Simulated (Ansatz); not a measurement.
# GaO4: what a guessed cell relaxes into, part 2 of 2

Aim: relax a trial structure of GaO4 and see where it ends.

Ansatz 0.2.0; DFT PBE, scalar-relativistic, plane waves, PAW.

**5. Relaxation on the finer mesh**

The end of the coarse run is made exact in the group found at a tolerance of 0.06 Å and reduced to its primitive cell.

input.yaml reads:

```yaml
crystal:
  lattice:
    - [-1.9785982177, 1.9785982177, 3.4840078842]
    - [1.9785982177, -1.9785982177, 3.4840078842]
    - [1.9785982177, 1.9785982177, -3.4840078842]
  atoms:
    - { symbol: Ga, position: [0.0, 0.0, 0.0] }
    - { symbol: O, position: [0.7165590738, 0.7165590738, 0.0], spin: 1.24 }
    - { symbol: O, position: [0.5, 0.0, 0.5], spin: 1.24 }
    - { symbol: O, position: [0.0, 0.5, 0.5], spin: 1.24 }
    - { symbol: O, position: [0.2834409262, 0.2834409262, 0.0], spin: 1.24 }
basis:
  ecutwfc: 420
kpoints:
  mp_grid: { grid: [14, 14, 14] }
hamiltonian:
  xc: pbe
scf:
  occupations: { method: gaussian, width: 0.1 }
output:
  forces: true
  stress: true
  eigenvalues: true
  populations: true
magnetization:
  spin_polarized: true
relax:
  adjacent_minimum: "off"
  f_tol: 0.01
  max_steps: 80
  cell: { stress_tol: 0.05 }
```

Started as:

```
> ansatz run input.yaml --threads 1 --pin off --max-ram 2560MiB --backend cpu --events-out ev --progress --plain --runs-dir out
```

Output:

```text
Warning: RAYON_NUM_THREADS=1 ignored (pool sized by the plan → 1); use --threads N
Engine: ansatz 0.2.0, aarch64-unknown-linux-gnu
Pseudopotentials: kind: paw
Pseudopotential: Ga, paw, valence charge 13, recommended cutoff 420 eV (normal), Ga.paw.azcp
Pseudopotential: O, paw, valence charge 6, recommended cutoff 420 eV (normal), O.paw.azcp
Functional definition: PBE
  parameter kappa = 0.804
  parameter beta = 0.06672455060314922
  exchange = pbe_x(kappa = kappa, mu = beta*pi^2/3)
  correlation = pbe_c(beta = beta)
Crystal: 5 atoms, lattice volume = 54.557 Å³
Basis set: ecut = 420 eV, 1063 PW (Γ), exchange–correlation on 60×60×60 points (8 copies of the dense FFT grid, shifted against one another)
Bands: 26, of which v1, the nominal top of the filled ones, is band 19 counted from 1 (18 counted from 0)
Symmetry: 16 space group operations
Space group: I4/mmm (ITA 139), of the structure as read, at distance tolerance 3.8e-5 Å
Magnetic group: BNS 139.531 (UNI 1191), of the structure as read, at distance tolerance 3.8e-5 Å
k-points: 244 of 2744
Non-local potential: Ga, projectors of the file, l = 0: 2, l = 1: 2, l = 2: 3, l = 3: 1
Non-local potential: O, projectors of the file, l = 0: 2, l = 1: 2, l = 2: 1
PAW form: soft (Blöchl's): semilocal exchange-correlation on the pseudo side does not see the compensation charge
PAW one-centre angular grid: Ga, 590 points (default); XC on 64 Gauss nodes
PAW one-centre angular grid: O, 110 points (default); XC on 64 Gauss nodes
Initial density: superposition of atomic densities (chi_scale 0.1, normalization cell, long waves kept (reshape's long-wave potential 0.02 eV rms))
Starting moments: Σ|m| = 4.96 μB on 4 of 5 sites
Initial wavefunctions: pseudopotential atomic-orbital guess
Functional: x = pbe(κ = 0.804, μ = 0.2195149727645171), c = pbe(β = 0.06672455060314922)
SCF iter   1: F=—  HF=-6041.063355 eV  |F-HF|=—  |Δ(HF+E_count)|=         —  Δρ=7.67e-2 (↑3.81e-2 ↓7.67e-2)  dr2=3.40e0  dr2_m=9.40e-1  M=5.000 μB ∫|m|=5.097 μB  β_m=0.30  ethr=3.10e-3  ⟨swp⟩=4.8  Hψ=47108  notcnv=0
preconditioner: auto → Kerker (q_TF=auto, 2.557 Å⁻¹)  [metal: Δε(μ)=0.010 eV  Ē_g=16.921 eV  σ=0.100 eV  W_gap=0.06  n_scr=14 (ndim 8)  ℏωp=30.6 eV  f_vac=0.000  D(μ)=2.77/eV (n_scr^D=22)]
spin=Collinear: Kerker preconditioning applied to the charge; magnetization (m = ρ↑ − ρ↓) channel mixes plain (no charge-response kernel on spin).
SCF iter   2: F=—  HF=-6040.929332 eV  |F-HF|=—  |Δ(HF+E_count)|=   1.34e-1  Δρ=4.19e-2 (↑2.97e-2 ↓4.19e-2)  dr2=6.39e-1  dr2_m=3.38e-1  M=5.000 μB ∫|m|=5.094 μB  β_m=1.00  ethr=3.10e-3  ⟨swp⟩=2.5  Hψ=22928  notcnv=0  defer=1333
SCF iter   3: F=—  HF=-6040.992076 eV  |F-HF|=—  |Δ(HF+E_count)|=   6.27e-2  Δρ=2.16e-2 (↑1.76e-2 ↓2.16e-2)  dr2=3.41e-1  dr2_m=2.09e-2  M=5.000 μB ∫|m|=5.115 μB  β_m=0.30  ethr=1.73e-3  ⟨swp⟩=2.5  Hψ=21456  notcnv=0  defer=1333
SCF iter   4: F=—  HF=-6040.953019 eV  |F-HF|=—  |Δ(HF+E_count)|=   3.91e-2  Δρ=2.01e-2 (↑8.88e-3 ↓2.01e-2)  dr2=2.91e-1  dr2_m=4.73e-2  M=5.000 μB ∫|m|=5.109 μB  β_m=0.30  ethr=9.21e-4  ⟨swp⟩=2.2  Hψ=24133  notcnv=0  defer=1342
SCF iter   5: F=—  HF=-6040.965933 eV  |F-HF|=—  |Δ(HF+E_count)|=   1.29e-2  Δρ=4.87e-3 (↑4.87e-3 ↓4.07e-3)  dr2=1.50e-2  dr2_m=7.50e-3  M=5.000 μB ∫|m|=5.109 μB  β_m=1.00  ethr=7.85e-4  ⟨swp⟩=2.0  Hψ=14278  notcnv=0  defer=1342
SCF iter   6: F=—  HF=-6040.981285 eV  |F-HF|=—  |Δ(HF+E_count)|=   1.54e-2  Δρ=5.17e-3 (↑2.58e-3 ↓5.17e-3)  dr2=2.35e-2  dr2_m=2.45e-3  M=5.000 μB ∫|m|=5.109 μB  β_m=0.30  ethr=4.07e-5  ⟨swp⟩=2.0  Hψ=22332  notcnv=0  defer=1341
SCF iter   7: F=—  HF=-6040.987427 eV  |F-HF|=—  |Δ(HF+E_count)|=   6.14e-3  Δρ=1.94e-3 (↑7.89e-4 ↓1.94e-3)  dr2=2.50e-3  dr2_m=4.66e-4  M=5.000 μB ∫|m|=5.110 μB  β_m=0.30  ethr=4.07e-5  ⟨swp⟩=2.7  Hψ=21064  notcnv=0  defer=1341
SCF iter   8: F=—  HF=-6040.992714 eV  |F-HF|=—  |Δ(HF+E_count)|=   5.29e-3  Δρ=1.58e-3 (↑6.51e-4 ↓1.58e-3)  dr2=1.24e-3  dr2_m=2.27e-4  M=5.000 μB ∫|m|=5.109 μB  β_m=0.30  ethr=6.77e-6  ⟨swp⟩=2.1  Hψ=18589  notcnv=0  defer=1341
Mixer restart at iter 8: flushing history
spin-set hold released at iteration 8 (site moments contracting): the magnetisation degrees of freedom join the quasi-Newton model from the next iteration; the mixer history was flushed
SCF iter   9: F=—  HF=-6040.995740 eV  |F-HF|=—  |Δ(HF+E_count)|=   3.03e-3  Δρ=1.05e-3 (↑4.67e-4 ↓1.05e-3)  dr2=3.12e-4  dr2_m=1.32e-4  M=5.000 μB ∫|m|=5.109 μB  β_m=0.54  ethr=3.34e-6  ⟨swp⟩=1.7  Hψ=12750  notcnv=0  defer=1341
SCF iter  10: F=—  HF=-6040.998496 eV  |F-HF|=—  |Δ(HF+E_count)|=   2.76e-3  Δρ=1.12e-3 (↑3.25e-4 ↓1.12e-3)  dr2=7.80e-4  dr2_m=1.24e-4  M=5.000 μB ∫|m|=5.109 μB  β_m=0.63  ethr=8.44e-7  ⟨swp⟩=2.2  Hψ=20453  notcnv=0  defer=1341
SCF iter  11: F=—  HF=-6040.998990 eV  |F-HF|=—  |Δ(HF+E_count)|=   4.93e-4  Δρ=2.45e-4 (↑1.03e-4 ↓2.45e-4)  dr2=4.61e-5  dr2_m=8.42e-6  M=5.000 μB ∫|m|=5.109 μB  β_m=0.81  ethr=8.44e-7  ⟨swp⟩=2.1  Hψ=18681  notcnv=0  defer=1341
SCF iter  12: F=—  HF=-6040.998961 eV  |F-HF|=—  |Δ(HF+E_count)|=   2.92e-5  Δρ=6.82e-5 (↑5.09e-5 ↓6.82e-5)  dr2=6.12e-6  dr2_m=2.50e-7  M=5.000 μB ∫|m|=5.108 μB  β_m=0.72  ethr=1.25e-7  ⟨swp⟩=2.6  Hψ=21618  notcnv=0  defer=1341
SCF iter  13: F=—  HF=-6040.998958 eV  |F-HF|=—  |Δ(HF+E_count)|=   2.38e-6  Δρ=3.96e-5 (↑2.34e-5 ↓3.96e-5)  dr2=1.92e-6  dr2_m=1.96e-7  M=5.000 μB ∫|m|=5.108 μB  β_m=0.86  ethr=1.65e-8  ⟨swp⟩=2.5  Hψ=19881  notcnv=0  defer=1341
SCF iter  14: F=—  HF=-6040.998959 eV  |F-HF|=—  |Δ(HF+E_count)|=   7.26e-7  Δρ=1.58e-5 (↑9.02e-6 ↓1.58e-5)  dr2=1.92e-7  dr2_m=3.27e-8  M=5.000 μB ∫|m|=5.108 μB  β_m=0.93  ethr=5.19e-9  ⟨swp⟩=2.5  Hψ=21031  notcnv=0  defer=1341
SCF iter  15: F=-6040.998959 eV  HF=-6040.998959 eV  |F-HF|=5.11e-9  |Δ(HF+E_count)|=   1.91e-7  Δρ=4.94e-6 (↑3.36e-6 ↓4.94e-6)  dr2=2.52e-8  dr2_m=2.69e-9  M=5.000 μB ∫|m|=5.108 μB  ethr=2.70e-10  ⟨swp⟩=8.8  Hψ=50927  notcnv=0
SCF 1 converged in 15 iterations: F = -6040.998959 eV  dr2 = 2.52e-8
relax step   1: F+E_penalty+E_count = -6040.99895906 eV  Δ(F+E_penalty+E_count) = +0.000e0 eV  max|allowed force component| = 3.241e-2 eV/Å  Δτ_max = 0.0000 Å  P = +0.087 GPa  Ω = 54.557 Å³  (15 SCF iters, dr2 threshold 1.00e-7 eV, accepted)
Crystal: 5 atoms, lattice volume = 54.473 Å³
Initial density: handed on by an earlier stage of this run
Starting moments: Σ|m| = 4.96 μB on 4 of 5 sites; this step starts from the density that it was given
Initial wavefunctions: those handed on with the density
iter 1 solved again at ethr=2.06e-7 eV; its pass at ethr=3.10e-3 eV (dr2=7.61e-5 eV) is discarded
SCF iter   1: F=—  HF=-6040.999509 eV  |F-HF|=—  |Δ(HF+E_count)|=         —  Δρ=1.04e-3 (↑4.46e-4 ↓1.04e-3)  dr2=8.04e-5  dr2_m=2.44e-4  M=5.000 μB ∫|m|=5.108 μB  β_m=0.30  ethr=2.06e-7  ⟨swp⟩=2.2  Hψ=58777  notcnv=0
preconditioner: auto → Kerker (q_TF=auto, 2.558 Å⁻¹)  [metal: Δε(μ)=0.006 eV  Ē_g=16.584 eV  σ=0.100 eV  W_gap=0.04  n_scr=14 (ndim 8)  ℏωp=30.6 eV  f_vac=0.005  D(μ)=2.83/eV (n_scr^D=22)]
spin=Collinear: Kerker preconditioning applied to the charge; magnetization (m = ρ↑ − ρ↓) channel mixes plain (no charge-response kernel on spin).
SCF iter   2: F=—  HF=-6040.999603 eV  |F-HF|=—  |Δ(HF+E_count)|=   9.43e-5  Δρ=7.50e-4 (↑3.35e-4 ↓7.50e-4)  dr2=3.47e-5  dr2_m=1.33e-4  M=5.000 μB ∫|m|=5.108 μB  β_m=0.65  ethr=2.06e-7  ⟨swp⟩=1.7  Hψ=17581  notcnv=0
SCF iter   3: F=—  HF=-6040.999734 eV  |F-HF|=—  |Δ(HF+E_count)|=   1.30e-4  Δρ=5.61e-4 (↑1.39e-4 ↓5.61e-4)  dr2=2.42e-4  dr2_m=3.11e-5  M=5.000 μB ∫|m|=5.108 μB  β_m=0.48  ethr=9.37e-8  ⟨swp⟩=2.0  Hψ=21729  notcnv=0
SCF iter   4: F=—  HF=-6040.999714 eV  |F-HF|=—  |Δ(HF+E_count)|=   1.95e-5  Δρ=3.63e-5 (↑3.11e-5 ↓3.63e-5)  dr2=4.39e-7  dr2_m=2.19e-7  M=5.000 μB ∫|m|=5.108 μB  β_m=0.74  ethr=9.37e-8  ⟨swp⟩=2.3  Hψ=18103  notcnv=0
SCF iter   5: F=—  HF=-6040.999714 eV  |F-HF|=—  |Δ(HF+E_count)|=   2.97e-7  Δρ=1.33e-5 (↑5.92e-6 ↓1.33e-5)  dr2=8.11e-8  dr2_m=2.37e-8  M=5.000 μB ∫|m|=5.108 μB  β_m=0.87  ethr=1.19e-9  ⟨swp⟩=2.2  Hψ=20440  notcnv=0
SCF iter   6: F=-6040.999714 eV  HF=-6040.999714 eV  |F-HF|=1.58e-8  |Δ(HF+E_count)|=   1.54e-8  Δρ=2.07e-6 (↑1.88e-6 ↓2.07e-6)  dr2=1.08e-8  dr2_m=1.79e-10  M=5.000 μB ∫|m|=5.108 μB  ethr=1.77e-10  ⟨swp⟩=3.2  Hψ=32955  notcnv=0
SCF 2 converged in 6 iterations: F = -6040.999714 eV  dr2 = 1.08e-8
relax step   2: F+E_penalty+E_count = -6040.99971446 eV  Δ(F+E_penalty+E_count) = -7.554e-4 eV  max|allowed force component| = 1.129e-2 eV/Å  Δτ_max = 0.0052 Å  P = +0.099 GPa  Ω = 54.473 Å³  energy of the carried Pulay correction = +5.141e-4 eV  (6 SCF iters, dr2 threshold 6.57e-8 eV, accepted)
Crystal: 5 atoms, lattice volume = 54.489 Å³
iter 1 solved again at ethr=5.52e-8 eV; its pass at ethr=3.10e-3 eV (dr2=2.04e-5 eV) is discarded
SCF iter   1: F=—  HF=-6040.999623 eV  |F-HF|=—  |Δ(HF+E_count)|=         —  Δρ=4.42e-4 (↑1.93e-4 ↓4.42e-4)  dr2=1.97e-5  dr2_m=4.41e-5  M=5.000 μB ∫|m|=5.108 μB  β_m=0.30  ethr=5.52e-8  ⟨swp⟩=2.1  Hψ=58558  notcnv=0
preconditioner: auto → Kerker (q_TF=auto, 2.558 Å⁻¹)  [metal: Δε(μ)=0.008 eV  Ē_g=16.575 eV  σ=0.100 eV  W_gap=0.05  n_scr=14 (ndim 8)  ℏωp=30.6 eV  f_vac=0.005  D(μ)=2.84/eV (n_scr^D=22)]
spin=Collinear: Kerker preconditioning applied to the charge; magnetization (m = ρ↑ − ρ↓) channel mixes plain (no charge-response kernel on spin).
SCF iter   2: F=—  HF=-6040.999640 eV  |F-HF|=—  |Δ(HF+E_count)|=   1.63e-5  Δρ=3.14e-4 (↑1.45e-4 ↓3.14e-4)  dr2=6.96e-6  dr2_m=2.33e-5  M=5.000 μB ∫|m|=5.108 μB  β_m=0.61  ethr=5.33e-8  ⟨swp⟩=1.5  Hψ=17029  notcnv=0
SCF iter   3: F=—  HF=-6040.999662 eV  |F-HF|=—  |Δ(HF+E_count)|=   2.21e-5  Δρ=2.24e-4 (↑5.08e-5 ↓2.24e-4)  dr2=3.80e-5  dr2_m=5.61e-6  M=5.000 μB ∫|m|=5.108 μB  β_m=0.48  ethr=1.88e-8  ⟨swp⟩=2.0  Hψ=21652  notcnv=0
SCF iter   4: F=—  HF=-6040.999659 eV  |F-HF|=—  |Δ(HF+E_count)|=   2.57e-6  Δρ=1.56e-5 (↑1.56e-5 ↓1.32e-5)  dr2=2.47e-7  dr2_m=3.71e-8  M=5.000 μB ∫|m|=5.108 μB  β_m=0.56  ethr=1.88e-8  ⟨swp⟩=2.4  Hψ=18127  notcnv=0
SCF iter   5: F=—  HF=-6040.999659 eV  |F-HF|=—  |Δ(HF+E_count)|=   3.11e-9  Δρ=6.50e-6 (↑5.87e-6 ↓6.50e-6)  dr2=7.80e-8  dr2_m=3.90e-9  M=5.000 μB ∫|m|=5.108 μB  β_m=0.66  ethr=6.66e-10  ⟨swp⟩=2.5  Hψ=21465  notcnv=0
SCF iter   6: F=-6040.999659 eV  HF=-6040.999659 eV  |F-HF|=6.37e-9  |Δ(HF+E_count)|=   1.19e-8  Δρ=2.30e-6 (↑2.03e-6 ↓2.30e-6)  dr2=1.70e-8  dr2_m=4.59e-10  M=5.000 μB ∫|m|=5.108 μB  ethr=1.06e-10  ⟨swp⟩=3.0  Hψ=32853  notcnv=0
SCF 3 converged in 6 iterations: F = -6040.999659 eV  dr2 = 1.70e-8
relax step   3: F+E_penalty+E_count = -6040.99965907 eV  Δ(F+E_penalty+E_count) = +5.540e-5 eV  max|allowed force component| = 2.710e-3 eV/Å  Δτ_max = 0.0022 Å  P = -0.014 GPa  Ω = 54.489 Å³  energy of the carried Pulay correction = +4.185e-4 eV  (6 SCF iters, dr2 threshold 3.91e-8 eV, accepted)
[... 12 lines left out ...]
relax step   4: F+E_penalty+E_count = -6040.99929345 eV  Δ(F+E_penalty+E_count) = +3.656e-4 eV  max|allowed force component| = 2.876e-3 eV/Å  Δτ_max = 0.0000 Å  P = -0.028 GPa  Ω = 54.489 Å³  stress off target by 6.89e-2 GPa  SCF on the basis re-selected at this cell (its energy is not comparable with the rows above)  (7 SCF iters)
[... 11 lines left out ...]
relax step   5: F+E_penalty+E_count = -6040.99941834 eV  Δ(F+E_penalty+E_count) = -1.249e-4 eV  max|allowed force component| = 1.917e-3 eV/Å  Δτ_max = 0.0004 Å  P = +0.000 GPa  Ω = 54.469 Å³  energy of the carried Pulay correction = +1.209e-4 eV  (5 SCF iters, dr2 threshold 1.19e-8 eV, accepted)
iter 1 solved again at ethr=8.54e-8 eV; its pass at ethr=3.10e-3 eV (dr2=3.16e-5 eV) is discarded
SCF iter   1: F=—  HF=-6040.999271 eV  |F-HF|=—  |Δ(HF+E_count)|=         —  Δρ=3.83e-6 (↑3.83e-6 ↓3.10e-6)  dr2=4.39e-9  dr2_m=1.49e-9  M=5.000 μB ∫|m|=5.108 μB  β_m=0.30  ethr=8.54e-8  ⟨swp⟩=3.0  Hψ=79725  notcnv=0
eigensolver tolerance schedule: the retry pair's looser diagonalisation over-reported the residual by 7188.04 of it (diagonalisation noise at 0.25 of the residual, at the tolerance the schedule requests for it); recorded, not acted on — ethr = c·dr2/N_el stays at c = 1.0e-1
preconditioner: auto → Kerker (q_TF=auto, 2.558 Å⁻¹)  [metal: Δε(μ)=0.006 eV  Ē_g=16.577 eV  σ=0.100 eV  W_gap=0.03  n_scr=14 (ndim 8)  ℏωp=30.6 eV  f_vac=0.005  D(μ)=2.85/eV (n_scr^D=22)]
spin=Collinear: Kerker preconditioning applied to the charge; magnetization (m = ρ↑ − ρ↓) channel mixes plain (no charge-response kernel on spin).
SCF iter   2: F=—  HF=-6040.999272 eV  |F-HF|=—  |Δ(HF+E_count)|=   4.38e-7  Δρ=2.67e-6 (↑2.67e-6 ↓2.22e-6)  dr2=2.14e-9  dr2_m=8.13e-10  M=5.000 μB ∫|m|=5.108 μB  β_m=0.59  ethr=1.19e-11  ⟨swp⟩=2.0  Hψ=21783  notcnv=0
SCF iter   3: F=—  HF=-6040.999272 eV  |F-HF|=—  |Δ(HF+E_count)|=   4.37e-9  Δρ=2.47e-6 (↑7.67e-7 ↓2.47e-6)  dr2=5.07e-9  dr2_m=6.21e-10  M=5.000 μB ∫|m|=5.108 μB  β_m=0.48  ethr=5.77e-12  ⟨swp⟩=2.0  Hψ=21153  notcnv=0
SCF iter   4: F=—  HF=-6040.999272 eV  |F-HF|=—  |Δ(HF+E_count)|=  1.56e-10  Δρ=6.49e-7 (↑2.89e-7 ↓6.49e-7)  dr2=1.95e-10  dr2_m=5.46e-11  M=5.000 μB ∫|m|=5.108 μB  β_m=0.60  ethr=5.77e-12  ⟨swp⟩=1.5  Hψ=13906  notcnv=0
SCF iter   5: F=-6040.999272 eV  HF=-6040.999272 eV  |F-HF|=2.27e-11  |Δ(HF+E_count)|=  8.28e-11  Δρ=2.40e-7 (↑1.81e-7 ↓2.40e-7)  dr2=3.05e-11  dr2_m=5.80e-12  M=5.000 μB ∫|m|=5.108 μB  ethr=1.00e-12  ⟨swp⟩=2.0  Hψ=39915  notcnv=0
SCF 6 converged in 5 iterations: F = -6040.999272 eV  dr2 = 3.05e-11
relax step   6: F+E_penalty+E_count = -6040.99927153 eV  Δ(F+E_penalty+E_count) = +1.468e-4 eV  max|allowed force component| = 1.902e-3 eV/Å  Δτ_max = 0.0000 Å  P = -0.002 GPa  Ω = 54.469 Å³  stress off target by 2.41e-2 GPa  SCF on the basis re-selected at this cell (its energy is not comparable with the rows above)  (5 SCF iters)
basis re-selected at this cell: Δ(F+E_penalty+E_count) = +1.468e-4 eV, ΔP = -0.002 GPa vs the last step (what re-selecting the basis moved, of the pressure what is left beyond the Pulay correction that the steps carried, after the strain that the cell walked since its last selection, with what the two solves' SCF thresholds leave and, on support functions, any second-order correction that the steps lacked; it is no measure of the basis error at this ecutwfc). This SCF's stress stands 2.41e-2 GPa from its target on what of the cell is left free (relax.cell.stress_tol is 5.00e-2 GPa) and its largest allowed force component is 1.90e-3 eV/Å (relax.f_tol is 1.00e-2 eV/Å): within both
SCF converged after 5 iterations
Magnetization: 5.0000 μB (21.0000 up, 16.0000 down)
Absolute magnetization: 5.1046 μB (∫|ρ↑−ρ↓|, with the PAW one-centre terms)
Spin contamination: 0.0219 ħ² per cell (⟨S²⟩ above its minimum at these occupations)
Per-site moments (μB) at R_I (Å): [(-0.004305440437268782, 0.8151342646453407), (1.2633486002153358, 0.8151342646453409), (0.9958145446650726, 0.816916147421453), (0.9958145446650719, 0.816916147421453), (1.2633486002153356, 0.8151342646453407)]
Free energy (F): -6040.999272 eV
Harris-Foulkes:  -6040.999272 eV  (|F-HF|=2.27e-11)
Internal energy: -6040.985039 eV  (E = F + TS)
E sigma→0 (E₀):  -6040.992155 eV
Entropy (-TS):   -0.014232 eV (-2.846 meV/atom)
Fermi energy:    4.388437 eV
--- Per-component energies (eV) ---
  E_band       = -147.773291
  E_kinetic    = 792.605254
  E_local      = -3226.334090  (includes V_loc(G=0)·N_el)
  E_nonlocal   = 630.765272
  E_hartree    = 1322.010787
  E_xc         = -353.187884
  E_vxc        = -420.216431  (∫ρ·V_xc dr)
  E_paw        = -2628.550591  (= ΣΔE_a)
  E_vpaw       = -568.623842  (= ΣTr[D̂ρ^β])
  E_aug_tail   = 0.009032  (compensation charges beyond the density's cutoff)
  E_ewald      = -2578.302819
  E_smearing   = -0.014232  (= −TS)
  E_closure    = -0.000000  (closes the sum)
  Σ components = -6040.999272   (vs F -6040.999272, Δ=0.00e0)
--- Forces (eV/Å), atoms counted from 1 ---
  atom   1  Ga    -0.00000000     0.00000000     0.00000000
  atom   2  O      0.00000000    -0.00000000     0.00190244
  atom   3  O      0.00000000     0.00000000    -0.00000000
  atom   4  O      0.00000000     0.00000000    -0.00000000
  atom   5  O      0.00000000    -0.00000000    -0.00190244
  max |Σ_I F_I| component: 8.67e-18 eV/Å
--- Stress (GPa, compression-positive) ---
        0.009592       0.000000      -0.000000
        0.000000       0.009592       0.000000
       -0.000000       0.000000      -0.024089
  P = ⅓ Tr σ = -0.0016 GPa (-0.016 kbar)
--- Band table (eV; the first three rows and the last of 488) ---
  k-point 0 ↑: bands = ["-15.1017", "-13.2713", "-12.8336", "-12.7813", "-8.3841", "-8.3841", "-8.3589", "-7.9511", "-7.6957", "-0.2570", "-0.2570", "-0.1789", "1.0215", "1.2355", "1.2355", "1.4890", "1.4890", "1.9393", "3.6191", "3.6191", "3.6249", "8.6081", "16.2284", "18.1972", "18.6324", "18.6324"]
  k-point 1 ↑: bands = ["-15.0560", "-13.2738", "-12.8518", "-12.7841", "-8.3864", "-8.3839", "-8.3623", "-7.9697", "-7.7596", "-0.5931", "-0.1368", "-0.1063", "1.0178", "1.3165", "1.3192", "1.4335", "1.5288", "2.1576", "3.4713", "3.5896", "3.6084", "8.8116", "16.3313", "18.0028", "18.2952", "18.4133"]
  k-point 2 ↑: bands = ["-14.9218", "-13.2805", "-12.9022", "-12.7965", "-8.3927", "-8.3838", "-8.3721", "-8.0245", "-7.9296", "-1.1901", "-0.0086", "0.3160", "0.6492", "1.1463", "1.5414", "1.6447", "1.9505", "2.5265", "3.0935", "3.4839", "3.5740", "9.3578", "16.5940", "17.5120", "17.8088", "17.9774"]
  k-point 243 ↓: bands = ["-12.6082", "-11.7718", "-11.3845", "-10.9201", "-8.3639", "-8.3639", "-8.3577", "-7.8300", "-7.3816", "-0.1095", "-0.1095", "2.1642", "3.1398", "3.5714", "3.5714", "3.6528", "4.6273", "5.4111", "5.4111", "5.6806", "5.6806", "9.7201", "17.1337", "18.5987", "19.7523", "19.7523"]
--- Relaxed structure (4 steps of the walk, 4 accepted, 2 SCFs on fresh bases) ---
  F+E_penalty+E_count = -6040.99927153 eV   max|allowed force component| = 1.902e-3 eV/Å   (the final SCF, on the basis selected at the relaxed cell)
  cell:  # Å, volume = 54.4692 Å³
    - [-1.9804027816277647, 1.9804027816277647, 3.4720362788790737]
    - [1.9804027816277647, -1.9804027816277647, 3.4720362788790737]
    - [1.9804027816277647, 1.9804027816277647, -3.4720362788790737]
  atoms:
    - { symbol: Ga, position: [-1.867163695126588e-20, -1.8671636951265815e-20, 2.3498026101412638e-35] }
    - { symbol: O, position: [0.7154287992571244, 0.7154287992571244, -3.0957559438089877e-35] }
    - { symbol: O, position: [0.5, -1.8671636951265842e-20, 0.5] }
    - { symbol: O, position: [-1.8671636951265857e-20, 0.5, 0.5] }
    - { symbol: O, position: [0.28457120074287545, 0.28457120074287545, 9.189983415689684e-36] }
--- Löwdin populations: 5 sites ---
  site symbol       q [e]    m [muB]
     0     Ga     12.0108    -0.1167
     1      O      6.1753     1.4380
     2      O      6.2670     1.1282
     3      O      6.2670     1.1282
     4      O      6.1753     1.4380
  spilling = 0.002831 (of n_electrons = 37.000000)
```

Wall time 3 min (1 thread of Arm Neoverse V2, shared host); peak memory 0.72 GiB.

Relaxation path:

```
step  E - E(step 1) (eV/cell)  largest force component (eV/Å)  pressure (GPa)  volume (Å³)
   1                   0.0000                          0.0324            0.09        54.56
   2                  -0.0008                          0.0113            0.10        54.47
   3                  -0.0007                          0.0027           -0.01        54.49
   4                  -0.0003                          0.0029           -0.03        54.49
   5                  -0.0005                          0.0019            0.00        54.47
   6                  -0.0003                          0.0019            0.00        54.47
```

Step 1 is the start. Steps 4, 6 each repeat the geometry before them on a plane-wave basis chosen anew, so the energy can jump there without any move.

Lengths and angles in the start's conventional setting:

|  | before | after | change |
| --- | --- | --- | --- |
| a (Å) | 3.957 | 3.961 | +0.1 % |
| b (Å) | 3.957 | 3.961 | +0.1 % |
| c (Å) | 6.968 | 6.944 | -0.3 % |
| volume (Å³/atom) | 10.91 | 10.89 | -0.2 % |
| shortest distance (Å) | 1.975 | 1.976 | +0.1 % |
| space group (0.01 Å) | I4/mmm | I4/mmm | same |

Forces and stress were held to the start's 16 operations: a distortion of lower symmetry was not tested.

By site:

```csv
atom,moment in the atom's sphere (μB),Löwdin electrons
Ga1,0.00,12.01
O2,1.26,6.18
O3,1.00,6.27
O4,1.00,6.27
O5,1.26,6.18
```

**6. Results**

What follows sums up all 2 parts. Changes of volume or cell count from the first structure of part 1.

| quantity | value |
| --- | --- |
| symmetry at the end (tolerance 0.05 Å) | space group I4/mmm (No. 139) |
| conventional cell | a = 3.961 Å, b = 3.961 Å, c = 6.944 Å, α = 90.00°, β = 90.00°, γ = 90.00° |
| volume | 10.89 Å³/atom |
| energy over the elements (uncorrected; H, N, O, F and Cl as molecules) | +0.38 eV/atom |
| gap on the mesh | none (metal) |
| total moment | 5.00 μB/cell |

The space group I4/mmm (No. 139) is kept, and the volume per atom grows by 6.0 % from the first guess. With a positive formation energy it can't be a ground state. No finished test with a distortion of lower symmetry is shown, so the end may be a saddle point. An odd count of electrons in a cell without spin polarisation forces a partly filled band, so those cells are metals by count; spin or a larger cell could change that. Other magnetic orders were not searched.
